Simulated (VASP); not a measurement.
# KBr in VASP: one cell, several levels of theory, part 1 of 2

Aim: gap, levels, forces and stress of KBr in the rocksalt structure, under +0.9 % shear in the xy plane at fixed geometry. Runs: PBE, r2SCAN. The results are then set beside those of Ansatz 0.2.0 for the same cell.

Code: VASP 6.6.1. PAW datasets, plane waves. Computed at 0 K without zero-point motion; spin polarisation is off.

## (1) Starting point

The cell comes from an earlier relaxation with r2SCAN in another program, then strained, with the atoms relaxed again.

It is orthorhombic, Immm (No. 71); a = 4.650 Å, b = 4.690 Å, c = 6.604 Å in the conventional setting, 36.01 Å³ an atom. Around K lie 6 Br at 3.30 Å; around Br lie 6 K at 3.30 Å.

Coordinates:

```cif
data_structure
_symmetry_space_group_name_H-M 'P 1'
_symmetry_Int_Tables_number 1
_cell_length_a 4.6701
_cell_length_b 4.6701
_cell_length_c 4.6902
_cell_angle_alpha 59.858
_cell_angle_beta 59.858
_cell_angle_gamma 59.715
_cell_volume 72.02
loop_
_atom_site_label
_atom_site_type_symbol
_atom_site_fract_x
_atom_site_fract_y
_atom_site_fract_z
_atom_site_occupancy
K1 K 0.00000 0.00000 0.00000 1
Br1 Br 0.50000 0.50000 0.50000 1
```

## (2) PBE

File INCAR:

```
ENCUT = 520.000000
SIGMA = 0.020000
EDIFF = 1.00e-07
GGA = PE
PREC = Accurate
IBRION = -1
ISIF = 2
ISMEAR = -1
NBANDS = 15
NELM = 120
NSW = 0
LASPH = .TRUE.
LCHARG = .FALSE.
LWAVE = .FALSE.
LREAL = .FALSE.
```

File KPOINTS:

```
KPOINTS created by Atomic Simulation Environment
0
Gamma
6 6 6
0 0 0
```

File KPOINTS_OPT:

```
special points
6
Reciprocal
0.0000000000 0.0000000000 0.0000000000 1
0.5000000000 0.0000000000 0.5000000000 1
0.6250000000 0.2500000000 0.6250000000 1
0.3750000000 0.3750000000 0.7500000000 1
0.5000000000 0.5000000000 0.5000000000 1
0.5000000000 0.2500000000 0.7500000000 1
```

File POSCAR:

```
K  Br
 1.0000000000000000
     0.0141996657000000    3.3022478341000001    3.3022478341000001
     3.3022478341000001    0.0141996657000000    3.3022478341000001
     3.3164474998000002    3.3164474998000002    0.0000000000000000
 K   Br
   1   1
Cartesian
  0.0000000000000000  0.0000000000000000  0.0000000000000000
  3.3164474998000006  3.3164474998000006  3.3022478341000001
```

Potentials: the recommended PBE PAW datasets, 16 valence electrons in the neutral cell.

Run with:

```
$ mpirun -np 1 vasp_std
```

Standard output, without the iteration lines:

```text
POSCAR found type information on POSCAR K Br
 POSCAR found :  2 types and       2 ions
 LDA part: xc-table for (Slater+PW92), standard interpolation
 POSCAR, INCAR and KPOINTS ok, starting setup
 FFT: planning ... GRIDC
 FFT: planning ... GRID_SOFT
 FFT: planning ... GRID
 WAVECAR not read
 entering main loop
 Start KPOINTS_OPT (optional k-point list driver)
k-point batch [1-6\6]
```

OSZICAR:

```text
N       E                     dE             d eps       ncg     rms          rms(c)
DAV:   1     0.991397819392E+02    0.99140E+02   -0.68732E+03  1380   0.935E+02
DAV:   2    -0.203146686396E+00   -0.99343E+02   -0.91531E+02  1775   0.226E+02
DAV:   3    -0.615171198454E+01   -0.59486E+01   -0.59173E+01  1933   0.494E+01
DAV:   4    -0.638710517016E+01   -0.23539E+00   -0.23534E+00  2047   0.844E+00
DAV:   5    -0.638884748573E+01   -0.17423E-02   -0.17423E-02  1954   0.835E-01    0.310E+00
DAV:   6    -0.621680262859E+01    0.17204E+00   -0.21899E-01  1730   0.224E+00    0.226E+00
DAV:   7    -0.620556361138E+01    0.11239E-01   -0.10797E-01  1884   0.176E+00    0.102E+00
DAV:   8    -0.621455582665E+01   -0.89922E-02   -0.12165E-02  1505   0.794E-01    0.111E-01
DAV:   9    -0.621539337189E+01   -0.83755E-03   -0.88044E-04  1884   0.182E-01    0.789E-02
DAV:  10    -0.621566154119E+01   -0.26817E-03   -0.26973E-04  1450   0.948E-02    0.116E-02
DAV:  11    -0.621567865344E+01   -0.17112E-04   -0.26431E-05  1834   0.293E-02    0.578E-03
DAV:  12    -0.621568051341E+01   -0.18600E-05   -0.42068E-06  1450   0.134E-02    0.149E-03
DAV:  13    -0.621568060833E+01   -0.94924E-07   -0.11812E-07  1838   0.186E-03
   1 F= -.62156806E+01 E0= -.62156806E+01  d E =-.745020E-13
       N       E                     dE             ncg
DAV:   1     0.957481689428E+03   -0.29221E+04      180
DAV:   2     0.380427872284E+03   -0.57705E+03      237
DAV:   3     0.348587223554E+03   -0.31841E+02      257
DAV:   4     0.347441936961E+03   -0.11453E+01      263
DAV:   5     0.347432357029E+03   -0.95799E-02      250
DAV:   6     0.347432076711E+03   -0.28032E-03      249
DAV:   7     0.347432075311E+03   -0.13994E-05      257
DAV:   8     0.347432075291E+03   -0.20458E-07      189
```

The lines after F= are the extra pass for the points of KPOINTS_OPT, at fixed density; their E is not a total energy.

Parts of OUTCAR:

```text
k-points           NKPTS =     46   k-points in BZ     NKDIM =     46   number of bands    NBANDS=     15

   NELECT =      16.0000    total number of electrons

   dimension x,y,z NGX =    36 NGY =   36 NGZ =   36
   dimension x,y,z NGXF=    72 NGYF=   72 NGZF=   72

  energy-cutoff  :      520.00
  volume of cell :       72.02
      direct lattice vectors                 reciprocal lattice vectors
     0.014199666  3.302247834  3.302247834    -0.152065899  0.152065899  0.151412015
     3.302247834  0.014199666  3.302247834     0.152065899 -0.152065899  0.151412015
     3.316447500  3.316447500  0.000000000     0.150763731  0.150763731 -0.151412015

 k-points in reciprocal lattice and weights: KPOINTS created by Atomic Simulation Env
   0.00000000  0.00000000  0.00000000       0.005
   0.16666667  0.00000000  0.00000000       0.019
   0.33333333  0.00000000  0.00000000       0.019
   0.50000000 -0.00000000  0.00000000       0.009
   0.16666667  0.16666667  0.00000000       0.009
   0.33333333  0.16666667  0.00000000       0.019
   0.50000000  0.16666667  0.00000000       0.019
  -0.33333333  0.16666667  0.00000000       0.019
[... 38 more k-points ...]

 E-fermi :  -1.2238

 k-point     1 :       0.0000    0.0000    0.0000
  band No.  band energies     occupation
      1     -29.5342      2.00000
      2     -14.0383      2.00000
      3     -13.0118      2.00000
      4     -13.0114      2.00000
      5     -13.0109      2.00000
      6      -1.7579      2.00000
      7      -1.7486      2.00000
      8      -1.7390      2.00000
      9       2.6797      0.00000
     10       5.8214      0.00000
     11       5.8552      0.00000
     12       5.8890      0.00000
     13       6.6771      0.00000
     14       6.6775      0.00000
     15       9.8485      0.00000

 k-point     2 :       0.1667    0.0000    0.0000
  band No.  band energies     occupation
      1     -29.5328      2.00000
      2     -14.0889      2.00000
      3     -13.0131      2.00000
      4     -13.0123      2.00000
      5     -12.9437      2.00000
      6      -2.1083      2.00000
      7      -1.8468      2.00000
      8      -1.8345      2.00000
      9       3.3368      0.00000
     10       5.7289      0.00000
     11       6.1474      0.00000
     12       6.1921      0.00000
     13       7.0322      0.00000
     14       7.0363      0.00000
     15      10.7457      0.00000

 k-point     3 :       0.3333    0.0000    0.0000
  band No.  band energies     occupation
      1     -29.5300      2.00000
      2     -14.1755      2.00000
      3     -13.0161      2.00000
      4     -13.0149      2.00000
      5     -12.8215      2.00000
      6      -2.6815      2.00000
      7      -2.0138      2.00000
      8      -2.0016      2.00000
      9       4.4454      0.00000
     10       5.9765      0.00000
     11       7.0188      0.00000
     12       7.0626      0.00000
     13       7.9242      0.00000
     14       7.9407      0.00000
     15       9.7487      0.00000

 k-point     4 :       0.5000   -0.0000    0.0000
  band No.  band energies     occupation
      1     -29.5286      2.00000
      2     -14.2136      2.00000
      3     -13.0176      2.00000
      4     -13.0162      2.00000
      5     -12.7653      2.00000
      6      -2.9216      2.00000
      7      -2.0925      2.00000
      8      -2.0804      2.00000
      9       4.8364      0.00000
     10       6.4919      0.00000
     11       7.9969      0.00000
     12       8.0395      0.00000
     13       8.2840      0.00000
     14       8.3291      0.00000
     15       9.1837      0.00000

 k-point     5 :       0.1667    0.1667    0.0000
  band No.  band energies     occupation
      1     -29.5324      2.00000
      2     -14.0843      2.00000
      3     -13.0205      2.00000
      4     -13.0199      2.00000
      5     -12.9369      2.00000
      6      -2.2001      2.00000
      7      -1.8454      2.00000
      8      -1.8242      2.00000
      9       3.4750      0.00000
     10       5.2319      0.00000
     11       6.5032      0.00000
     12       6.5669      0.00000
     13       6.8766      0.00000
     14       7.3584      0.00000
     15      11.0158      0.00000

 k-point     6 :       0.3333    0.1667    0.0000
  band No.  band energies     occupation
      1     -29.5301      2.00000
      2     -14.1204      2.00000
      3     -13.0257      2.00000
      4     -13.0249      2.00000
      5     -12.8836      2.00000
      6      -2.5389      2.00000
      7      -1.9973      2.00000
      8      -1.9655      2.00000
      9       4.4126      0.00000
     10       5.1503      0.00000
     11       7.2502      0.00000
     12       7.2507      0.00000
     13       7.4964      0.00000
     14       7.9167      0.00000
     15       9.7021      0.00000

 k-point     7 :       0.5000    0.1667    0.0000
  band No.  band energies     occupation
      1     -29.5282      2.00000
      2     -14.1569      2.00000
      3     -13.0342      2.00000
      4     -13.0240      2.00000
      5     -12.8289      2.00000
      6      -2.7658      2.00000
      7      -2.1618      2.00000
      8      -2.0812      2.00000
      9       5.0147      0.00000
     10       6.0756      0.00000
     11       7.5208      0.00000
     12       7.8213      0.00000
     13       8.1069      0.00000
     14       8.2867      0.00000
     15       9.2454      0.00000

 k-point     8 :      -0.3333    0.1667    0.0000
  band No.  band energies     occupation
      1     -29.5286      2.00000
      2     -14.1605      2.00000
      3     -13.0402      2.00000
      4     -13.0164      2.00000
      5     -12.8229      2.00000
      6      -2.7342      2.00000
      7      -2.1235      2.00000
      8      -2.0835      2.00000
      9       5.0108      0.00000
     10       5.9692      0.00000
     11       7.2855      0.00000
     12       7.2951      0.00000
     13       7.9198      0.00000
     14       8.8494      0.00000
     15       9.2721      0.00000

 k-point     9 :      -0.1667    0.1667    0.0000
  band No.  band energies     occupation
      1     -29.5309      2.00000
      2     -14.1285      2.00000
      3     -13.0300      2.00000
      4     -13.0105      2.00000
      5     -12.8780      2.00000
      6      -2.4441      2.00000
      7      -1.9693      2.00000
      8      -1.9412      2.00000
      9       4.1344      0.00000
     10       5.5176      0.00000
     11       6.4455      0.00000
     12       6.9836      0.00000
     13       7.3710      0.00000
     14       7.7973      0.00000
     15      10.0896      0.00000

 k-point    10 :       0.3333    0.3333    0.0000
  band No.  band energies     occupation
      1     -29.5288      2.00000
      2     -14.0432      2.00000
      3     -13.0380      2.00000
      4     -13.0379      2.00000
      5     -12.9738      2.00000
      6      -2.5653      2.00000
      7      -1.9883      2.00000
      8      -1.9634      2.00000
      9       4.4230      0.00000
     10       4.7952      0.00000
     11       7.3389      0.00000
     12       7.8400      0.00000
     13       8.1628      0.00000
     14       8.2070      0.00000
     15       9.0715      0.00000

 k-point    11 :       0.5000    0.3333    0.0000
  band No.  band energies     occupation
      1     -29.5274      2.00000
      2     -14.0236      2.00000
      3     -13.0698      2.00000
      4     -13.0394      2.00000
      5     -12.9726      2.00000
      6      -2.5512      2.00000
      7      -2.1672      2.00000
      8      -2.0582      2.00000
      9       4.5404      0.00000
     10       5.6976      0.00000
     11       7.1710      0.00000
     12       7.8028      0.00000
     13       8.0293      0.00000
     14       8.7036      0.00000
     15       9.2079      0.00000

 k-point    12 :      -0.3333    0.3333    0.0000
  band No.  band energies     occupation
      1     -29.5273      2.00000
      2     -14.0864      2.00000
      3     -13.0747      2.00000
      4     -13.0286      2.00000
      5     -12.8891      2.00000
      6      -2.5384      2.00000
      7      -2.3556      2.00000
      8      -2.1052      2.00000
      9       5.2285      0.00000
     10       6.2915      0.00000
     11       6.7929      0.00000
     12       7.3877      0.00000
     13       8.0388      0.00000
     14       8.6764      0.00000
     15       9.6842      0.00000

[... the tables of k-points 13 to 46 left out ...]

  Total        0.3242054      0.3242054      0.3239547     -0.0190524      0.0000000      0.0000000
  in kB        7.2124011      7.2124011      7.2068245     -0.4238475      0.0000000      0.0000000
  external PRESSURE =       7.2105423 kB  Pullay stress =       0.0000000 kB

 POSITION                                       TOTAL-FORCE (eV/Angst)
 -----------------------------------------------------------------------------------
      0.00000      0.00000      0.00000         0.000000      0.000000      0.000000
      3.31645      3.31645      3.30225         0.000000     -0.000000     -0.000000
 -----------------------------------------------------------------------------------
    total drift:                                0.000000      0.000000      0.000000

  FREE ENERGIE OF THE ION-ELECTRON SYSTEM (eV)
  ---------------------------------------------------
  free  energy   TOTEN  =        -6.2156806083 eV

  energy  without entropy=       -6.2156806083  energy(sigma->0) =       -6.21568061
```

Hardware: 1 MPI rank of Intel Xeon Platinum 8488C, shared host.

The levels at the points of KPOINTS_OPT are read from vasprun.xml.

Levels at the named points, in eV from the top of band v (v: the last filled band by count, c: the next):

```csv
point,v−1,v,c,c+1
Γ,-0.01,0.00,4.42,7.56
X,-0.29,-0.29,5.86,7.18
U,-0.65,-0.34,6.58,8.14
K,-0.65,-0.33,6.58,8.12
L,-0.34,-0.33,6.58,8.20
W,-0.60,-0.54,7.37,7.38
```

PBE gives a direct gap of 4.42 eV at Γ. Pressure: 0.72 GPa; the forces vanish within 0.01 eV/Å.

(Continued in part 2 of 2.)
